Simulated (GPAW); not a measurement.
# Ti (Im-3m) in GPAW: notebook

Aim: see how the results for Ti move with the level of theory and the settings. Levels: PBEsol+D4, PBE, PBEsol. Tasks: equation of state, band structure.

Everything below comes from runs of GPAW 26.7.0. Logs are shortened: lines on timing, memory, paths and dates and some standing lists are left out, and cuts for length are marked. The log counts tension as positive stress, the text compression.

## 1. The structure

The structure is cubic, space group Im-3m (No. 229). The conventional cell has a = 3.282 Å, b = 3.282 Å, c = 3.282 Å, α = 90.00°, β = 90.00°, γ = 90.00°. Around Ti (site symmetry m-3m) lie 8 Ti at 2.84 Å.

This isn't the form of Ti at room conditions, which is hcp.

## 2. Equation of state, PBEsol+D4

run.py

```python
import spglib
from ase import Atoms
from ase.calculators.mixing import SumCalculator
from ase.eos import EquationOfState
from ase.io import Trajectory, read
from ase.units import GPa
from dftd4.ase import DFTD4
from gpaw import GPAW, PW, setup_paths

setup_paths.insert(0, '.')

atoms = read('Ti.cif')
cell, positions, numbers = spglib.find_primitive(
    (atoms.cell[:], atoms.get_scaled_positions(), atoms.numbers), symprec=1e-4)
atoms = Atoms(numbers, cell=cell, scaled_positions=positions, pbc=True)

traj = Trajectory('eos.traj', 'w')
volumes, energies = [], []
for x in [0.94, 0.96, 0.98, 1.0, 1.02, 1.04, 1.06]:
    a = atoms.copy()
    a.set_cell(atoms.cell * x**(1 / 3), scale_atoms=True)
    calc = GPAW(mode=PW(600),
                xc='PBEsol',
                kpts={'size': (11, 11, 11), 'gamma': True},
                occupations={'name': 'fermi-dirac', 'width': 0.05},
                nbands=14,
                convergence={'density': 1e-05, 'energy': 1e-05},
                maxiter=150,
                txt=f'eos-{x:.2f}.txt')
    a.calc = SumCalculator([calc, DFTD4(method='pbesol')])
    energies.append(a.get_potential_energy())
    volumes.append(a.get_volume())
    p = -a.get_stress()[:3].mean() / GPa
    calc.write(f'eos-{x:.2f}.gpw')
    traj.write(a)
    print(f'{x:.2f} {volumes[-1]:10.4f} A^3 {energies[-1]:14.6f} eV {p:9.3f} GPa', flush=True)

v0, e0, B = EquationOfState(volumes, energies, eos='birchmurnaghan').fit()
print(f'V0 = {v0:.4f} A^3, E0 = {e0:.6f} eV, B0 = {B / GPa:.2f} GPa')
```

Ti.cif

```cif
data_Ti
_cell_length_a 3.28200000
_cell_length_b 3.28200000
_cell_length_c 3.28200000
_cell_angle_alpha 90.00000000
_cell_angle_beta 90.00000000
_cell_angle_gamma 90.00000000
_space_group_name_H-M_alt 'Im-3m'
_space_group_name_Hall '-I 4 2 3'
_space_group_IT_number 229
loop_
_space_group_symop_operation_xyz
'x,y,z'
'-x,-y,-z'
'-y,x,z'
'y,-x,-z'
'-x,-y,z'
'x,y,-z'
'y,-x,z'
'-y,x,-z'
'x,-y,-z'
'-x,y,z'
'-y,-x,-z'
'y,x,z'
'-x,y,-z'
'x,-y,z'
'y,x,-z'
'-y,-x,z'
'z,x,y'
'-z,-x,-y'
'z,-y,x'
'-z,y,-x'
'z,-x,-y'
'-z,x,y'
'z,y,-x'
'-z,-y,x'
'-z,x,-y'
'z,-x,y'
'-z,-y,-x'
'z,y,x'
'-z,-x,y'
'z,x,-y'
'-z,y,x'
'z,-y,-x'
'y,z,x'
'-y,-z,-x'
'x,z,-y'
'-x,-z,y'
'-y,z,-x'
'y,-z,x'
'-x,z,y'
'x,-z,-y'
'-y,-z,x'
'y,z,-x'
'-x,-z,-y'
'x,z,y'
'y,-z,-x'
'-y,z,x'
'x,-z,y'
'-x,z,-y'
'x+1/2,y+1/2,z+1/2'
'-x+1/2,-y+1/2,-z+1/2'
'-y+1/2,x+1/2,z+1/2'
'y+1/2,-x+1/2,-z+1/2'
'-x+1/2,-y+1/2,z+1/2'
'x+1/2,y+1/2,-z+1/2'
'y+1/2,-x+1/2,z+1/2'
'-y+1/2,x+1/2,-z+1/2'
'x+1/2,-y+1/2,-z+1/2'
'-x+1/2,y+1/2,z+1/2'
'-y+1/2,-x+1/2,-z+1/2'
'y+1/2,x+1/2,z+1/2'
'-x+1/2,y+1/2,-z+1/2'
'x+1/2,-y+1/2,z+1/2'
'y+1/2,x+1/2,-z+1/2'
'-y+1/2,-x+1/2,z+1/2'
'z+1/2,x+1/2,y+1/2'
'-z+1/2,-x+1/2,-y+1/2'
'z+1/2,-y+1/2,x+1/2'
'-z+1/2,y+1/2,-x+1/2'
'z+1/2,-x+1/2,-y+1/2'
'-z+1/2,x+1/2,y+1/2'
'z+1/2,y+1/2,-x+1/2'
'-z+1/2,-y+1/2,x+1/2'
'-z+1/2,x+1/2,-y+1/2'
'z+1/2,-x+1/2,y+1/2'
'-z+1/2,-y+1/2,-x+1/2'
'z+1/2,y+1/2,x+1/2'
'-z+1/2,-x+1/2,y+1/2'
'z+1/2,x+1/2,-y+1/2'
'-z+1/2,y+1/2,x+1/2'
'z+1/2,-y+1/2,-x+1/2'
'y+1/2,z+1/2,x+1/2'
'-y+1/2,-z+1/2,-x+1/2'
'x+1/2,z+1/2,-y+1/2'
'-x+1/2,-z+1/2,y+1/2'
'-y+1/2,z+1/2,-x+1/2'
'y+1/2,-z+1/2,x+1/2'
'-x+1/2,z+1/2,y+1/2'
'x+1/2,-z+1/2,-y+1/2'
'-y+1/2,-z+1/2,x+1/2'
'y+1/2,z+1/2,-x+1/2'
'-x+1/2,-z+1/2,-y+1/2'
'x+1/2,z+1/2,y+1/2'
'y+1/2,-z+1/2,-x+1/2'
'-y+1/2,z+1/2,x+1/2'
'x+1/2,-z+1/2,y+1/2'
'-x+1/2,z+1/2,-y+1/2'
loop_
_atom_site_label
_atom_site_type_symbol
_atom_site_symmetry_multiplicity
_atom_site_Wyckoff_symbol
_atom_site_fract_x
_atom_site_fract_y
_atom_site_fract_z
_atom_site_occupancy
Ti1 Ti 2 a 0.0000000000 0.0000000000 0.0000000000 1
```

Potentials or basis: PAW data sets generated in the run's folder for this functional, pw.

Run with:

```console
$ gpaw-setup -f PBEsol Ti
$ OMP_NUM_THREADS=1 python run.py
```

Standard output:

```text
__  _  _
 | _ |_)|_||  |
 |__||  | ||/\| - 26.7.0

Input parameters:
  mode=PW(ecut=600.0),
  convergence={'density': 1e-05, 'energy': 1e-05},
  kpts=MonkhorstPack(size=(11, 11, 11), gamma=True),
  maxiter=150,
  nbands=14,
  occupations=Occupations(name='fermi-dirac', width=0.05),
  xc=XC(name='PBEsol')

Diagonalizing LCAO Hamiltonian
Converting LCAO to pw mode

       Ti

Atoms  # Å, Bohr magnetons
|   | symbol |        x |        y |        z |    initial magnetic moments |
|---|--------|----------|----------|----------|-----------------------------|
| 0 |     Ti | 0.000000 | 0.000000 | 0.000000 | ( 0.0000,  0.0000,  0.0000) |

Unit cell  # Å
| periodic |         x |         y |         z |  lengths |     angles |
|----------|-----------|-----------|-----------|----------|------------|
|      yes | -1.618822 |  1.618822 |  1.618822 | 2.803881 | 109.471221 |
|      yes |  1.618822 | -1.618822 |  1.618822 | 2.803881 | 109.471221 |
|      yes |  1.618822 |  1.618822 | -1.618822 | 2.803881 | 109.471221 |

Number of symmetries: 48
Symmetry operations  # r_c * U_cc + t_c -> r_c
|    | kind |            matrix            |
|----|------|------------------------------|
|  0 |  σ   |  1, 1, 1,  0, 0,-1,  0,-1, 0 |
|  1 |  C4  |  1, 1, 1,  0, 0,-1, -1, 0, 0 |
|  2 |  C2  |  1, 1, 1,  0,-1, 0,  0, 0,-1 |
|  3 |  S6  |  1, 1, 1,  0,-1, 0, -1, 0, 0 |
|  4 |  S6  |  1, 1, 1, -1, 0, 0,  0, 0,-1 |
|  5 |  C4  |  1, 1, 1, -1, 0, 0,  0,-1, 0 |
|  6 |  E   |  1, 0, 0,  0, 1, 0,  0, 0, 1 |
|  7 |  σ   |  1, 0, 0,  0, 1, 0, -1,-1,-1 |
|  8 |  σ   |  1, 0, 0,  0, 0, 1,  0, 1, 0 |
|  9 |  C3  |  1, 0, 0,  0, 0, 1, -1,-1,-1 |
| 10 |  C3  |  1, 0, 0, -1,-1,-1,  0, 1, 0 |
| 11 |  σ   |  1, 0, 0, -1,-1,-1,  0, 0, 1 |
| 12 |  σ   |  0, 1, 0,  1, 0, 0,  0, 0, 1 |
| 13 |  C2  |  0, 1, 0,  1, 0, 0, -1,-1,-1 |
| 14 |  C3  |  0, 1, 0,  0, 0, 1,  1, 0, 0 |
| 15 |  S4  |  0, 1, 0,  0, 0, 1, -1,-1,-1 |
| 16 |  S4  |  0, 1, 0, -1,-1,-1,  1, 0, 0 |
| 17 |  C3  |  0, 1, 0, -1,-1,-1,  0, 0, 1 |
| 18 |  C3  |  0, 0, 1,  1, 0, 0,  0, 1, 0 |
| 19 |  S4  |  0, 0, 1,  1, 0, 0, -1,-1,-1 |
| 20 |  σ   |  0, 0, 1,  0, 1, 0,  1, 0, 0 |
| 21 |  C3  |  0, 0, 1,  0, 1, 0, -1,-1,-1 |
| 22 |  C2  |  0, 0, 1, -1,-1,-1,  1, 0, 0 |
| 23 |  S4  |  0, 0, 1, -1,-1,-1,  0, 1, 0 |
| 24 |  C4  |  0, 0,-1,  1, 1, 1,  0,-1, 0 |
| 25 |  σ   |  0, 0,-1,  1, 1, 1, -1, 0, 0 |
| 26 |  S6  |  0, 0,-1,  0,-1, 0,  1, 1, 1 |
| 27 |  C2  |  0, 0,-1,  0,-1, 0, -1, 0, 0 |
| 28 |  C4  |  0, 0,-1, -1, 0, 0,  1, 1, 1 |
| 29 |  S6  |  0, 0,-1, -1, 0, 0,  0,-1, 0 |
| 30 |  S6  |  0,-1, 0,  1, 1, 1,  0, 0,-1 |
| 31 |  C4  |  0,-1, 0,  1, 1, 1, -1, 0, 0 |
| 32 |  C4  |  0,-1, 0,  0, 0,-1,  1, 1, 1 |
| 33 |  S6  |  0,-1, 0,  0, 0,-1, -1, 0, 0 |
| 34 |  σ   |  0,-1, 0, -1, 0, 0,  1, 1, 1 |
| 35 |  C2  |  0,-1, 0, -1, 0, 0,  0, 0,-1 |
| 36 |  C2  | -1, 0, 0,  1, 1, 1,  0, 0,-1 |
| 37 |  S6  | -1, 0, 0,  1, 1, 1,  0,-1, 0 |
| 38 |  S6  | -1, 0, 0,  0, 0,-1,  1, 1, 1 |
| 39 |  C2  | -1, 0, 0,  0, 0,-1,  0,-1, 0 |
| 40 |  C2  | -1, 0, 0,  0,-1, 0,  1, 1, 1 |
| 41 |  i   | -1, 0, 0,  0,-1, 0,  0, 0,-1 |
| 42 |  S4  | -1,-1,-1,  1, 0, 0,  0, 1, 0 |
| 43 |  C3  | -1,-1,-1,  1, 0, 0,  0, 0, 1 |
| 44 |  C3  | -1,-1,-1,  0, 1, 0,  1, 0, 0 |
| 45 |  σ   | -1,-1,-1,  0, 1, 0,  0, 0, 1 |
| 46 |  S4  | -1,-1,-1,  0, 0, 1,  1, 0, 0 |
| 47 |  C2  | -1,-1,-1,  0, 0, 1,  0, 1, 0 |

BZ-sampling:
  Number of BZ points: 1331
  Number of IBZ points: 56

  Monkhorst-Pack size: [11, 11, 11]
  Monkhorst-Pack shift: [0, 0, 0]

K-points  # in reciprocal-cell coordinates
|     |                                coordinates |     weight |
|-----|--------------------------------------------|------------|
|   0 | (  0.00000000,   0.00000000,   0.00000000) | 0.00075131 |
|   1 | (  0.09090909,   0.00000000,   0.00000000) | 0.00901578 |
|   2 | (  0.09090909,   0.09090909,  -0.09090909) | 0.00450789 |
|   3 | (  0.18181818,   0.00000000,  -0.09090909) | 0.01803156 |
|   4 | (  0.18181818,   0.00000000,   0.00000000) | 0.00901578 |
|   5 | (  0.18181818,   0.09090909,  -0.09090909) | 0.01803156 |
|   6 | (  0.18181818,   0.18181818,  -0.18181818) | 0.00450789 |
|   7 | (  0.27272727,  -0.09090909,  -0.09090909) | 0.00601052 |
|   8 | (  0.27272727,   0.00000000,  -0.09090909) | 0.03606311 |
|   9 | (  0.27272727,   0.00000000,   0.00000000) | 0.00901578 |
| ... |                                            |            |
|  55 | (  0.45454545,   0.45454545,   0.45454545) | 0.00601052 |

Plane wave coefficients: 583
Cutoff: 600.0 eV

Spin-components: 1 (collinear spins)
Bands:           14
Projectors:      6
Spin-degeneracy: 2
Datatype:        complex128

Parallelization:
  kpt:    1
  domain: 1
  band:   1

Density:
  Valence electrons: 12.0
  Components: 1
  Grid points: [16 16 16]
  Charge: 0.0  # |e|

Potential:
  Grid points: [16 16 16]

species:
  Ti:
    name:    Titanium
    Z:       22.0
    valence: 12
    core:    10
    charge:  0.0  # [|e|]
    compensation charges:
      type: gauss
      rc: 0.38  # [Å]
      lmax: 2
    cutoffs:
      filter: 2.23  # [Å]
      core: 1.02  # [Å]
    projectors
    | kind |    occ | energy [eV] | rcut [Å] |
    |------|--------|-------------|----------|
    |   3s |  2.000 |     -62.441 |    1.270 |
    |   4s |  2.000 |      -4.477 |    1.270 |
    |   3p |  6.000 |     -38.776 |    1.058 |
    |   4p |  0.000 |      -1.449 |    1.058 |
    |   3d |  2.000 |      -4.275 |    1.058 |
    |    d |        |      22.937 |    1.058 |

    Using partial waves for Ti as LCAO basis

Reference energy: -23197.747648  # eV

eigensolver:
  PPCG
  Converge bands: occupied
  niter=2

density mixing:
  MSR1-Mixer
  Pratt-step length: 0.05
  Maximum mixing coefficient: 0.75
  Old densities: 10
  SVD Regularization: 0.005
  Good broyden scale: 1.0
  Trust region scale: 1.0
  Backstep threshold: 4.0
  History deletion threshold: 6.0
  Fourier metric: weight=20.0, sigma=0.015

occupation numbers:
  Fermi-Dirac:
    width: 0.0500  # eV

poisson solver:
  ecut: 4800.0  # eV

xc functional:
  name: PBEsol with 2 nearest neighbor stencil

convergence criteria:
- Maximum integral of absolute [dens]ity change: 1e-05 electrons / valence electron
- Maximum [total energy] change in last 3 cyles: 1e-05 eV / valence electron
- Maximum integral of absolute [eigenst]ate change: 4e-08 eV^2 / valence electron
maximum number of iterations: 150

SCF iterations
|iter     | |      energy | eigst |  dens |
|---------|-|-------------|-------|-------|
|iter:   1| |   -7.285330 | -0.09 |       |
|iter:   2| |   -7.229875 | -3.03 | -1.25 |
|iter:   3| |   -7.059352 | -1.85 | -1.30 |
|iter:   4| |   -7.062675 | -3.77 | -2.11 |
|iter:   5| |   -7.064313 | -4.08 | -2.40 |
|iter:   6| |   -7.064330 | -6.38 | -3.64 |
|iter:   7| |   -7.064330c| -6.80 | -3.90 |
|iter:   8| |   -7.064330c| -8.42c| -5.17c|

Converged in 8 steps
Energy contributions relative to reference atoms: (reference = -23197.747648)

Energy contributions:
  Kinetic:           4.800455
  Coulomb:          -4.367300
  Zero:              0.008318
  External:          0.000000
  Xc:               -7.495445
  Entropy:          -0.020715
  Spinorbit:         0.000000
  ----------------------------
  Free energy:      -7.074687
  Extrapolated:     -7.064330

dipole moment: (-5.163203, -5.163203, -5.163203)  # |e|*Ang

Fermi level: 8.396
Eigenvalues  # (at kpt = [0.000, 0.000, 0.000])
| band index |      eig [eV] | occ [0-2] |
|------------|---------------|-----------|
|          0 |       -47.804 |     2.000 |
|          1 |       -23.751 |     2.000 |
|          2 |       -23.751 |     2.000 |
|          3 |       -23.751 |     2.000 |
|          4 |         2.429 |     2.000 |
|          5 |         9.422 |     0.000 |
|          6 |         9.422 |     0.000 |
|          7 |         9.422 |     0.000 |
|          8 |        11.245 |     0.000 |
|          9 |        11.245 |     0.000 |
|         10 |        26.016 |     0.000 |
|         11 |        26.016 |     0.000 |
|         12 |        26.016 |     0.000 |
|         13 |        32.081 |     0.000 |

No gap
No difference between direct/indirect transitions

Stress tensor  # eV/Ang^3
|         x |         y |         z |
|-----------|-----------|-----------|
|  0.020559 | -0.000000 | -0.000000 |
| -0.000000 |  0.020559 |  0.000000 |
| -0.000000 |  0.000000 |  0.020559 |

# Writing to eos-0.96.gpw (mode='')
```

Wall time 56 s (1 thread of Arm Neoverse V2, shared host); peak memory 0.2 GiB.

What came out:

* Equilibrium volume: 16.43 Å³/atom (rough: see the caveat)
* Bulk modulus: 113 GPa (rough)

Energy against volume, from the lowest point:
| volume (Å³/atom) | energy (meV/atom) |
| --- | --- |
| 16.616 | 0.00 |
| 16.969 | 5.21 |
| 17.323 | 15.10 |
| 17.676 | 29.24 |
| 18.030 | 47.30 |
| 18.383 | 68.89 |
| 18.737 | 93.76 |

Caveat: the minimum lies outside the volumes run.

## 3. Equation of state, PBE

run.py

```python
from ase.eos import EquationOfState
from ase.io import Trajectory
from ase.spacegroup import crystal
from ase.units import GPa
from gpaw import GPAW, PW, setup_paths

setup_paths.insert(0, '.')

# Ti 2a
atoms = crystal(['Ti'],
                basis=[[0.0, 0.0, 0.0]],
                spacegroup=229, setting=1,  # Im-3m
                cellpar=[3.282, 3.282, 3.282, 90.0, 90.0, 90.0],
                primitive_cell=True)

traj = Trajectory('eos.traj', 'w')
volumes, energies = [], []
for x in [0.94, 0.96, 0.98, 1.0, 1.02, 1.04, 1.06]:
    a = atoms.copy()
    a.set_cell(atoms.cell * x**(1 / 3), scale_atoms=True)
    calc = GPAW(mode=PW(1100),
                xc='PBE',
                kpts={'size': (11, 11, 11), 'gamma': True},
                occupations={'name': 'fermi-dirac', 'width': 0.05},
                setups='sg15',
                nbands=-8,
                convergence={'density': 1e-05, 'energy': 1e-05},
                maxiter=150,
                txt=f'eos-{x:.2f}.txt')
    a.calc = calc
    energies.append(a.get_potential_energy(force_consistent=True))
    volumes.append(a.get_volume())
    p = -a.get_stress()[:3].mean() / GPa
    calc.write(f'eos-{x:.2f}.gpw')
    traj.write(a)
    print(f'{x:.2f} {volumes[-1]:10.4f} A^3 {energies[-1]:14.6f} eV {p:9.3f} GPa', flush=True)

v0, e0, B = EquationOfState(volumes, energies, eos='birchmurnaghan').fit()
print(f'V0 = {v0:.4f} A^3, E0 = {e0:.6f} eV, B0 = {B / GPa:.2f} GPa')
```

Potentials or basis: SG15 ONCV 1.2, pw.

Run with:

```console
$ OMP_NUM_THREADS=1 python run.py
```

Run time: 3.1 min. Hardware: 1 thread of Arm Neoverse V2, shared host; peak memory 0.26 GiB.

It converged, with:

| Property | Result |
| --- | --- |
| Equilibrium volume | 17.27 Å³/atom |
| Bulk modulus | 105 GPa |
| Pressure derivative of the bulk modulus | 3.4 |

Energy against volume, from the lowest point:
```
volume (Å³/atom)  energy (meV/atom)
          16.616               8.49
          16.969               1.69
          17.323               0.00
          17.676               2.99
          18.030              10.24
          18.383              21.40
          18.737              36.14
```

(Part 1 of 2 ends here.)
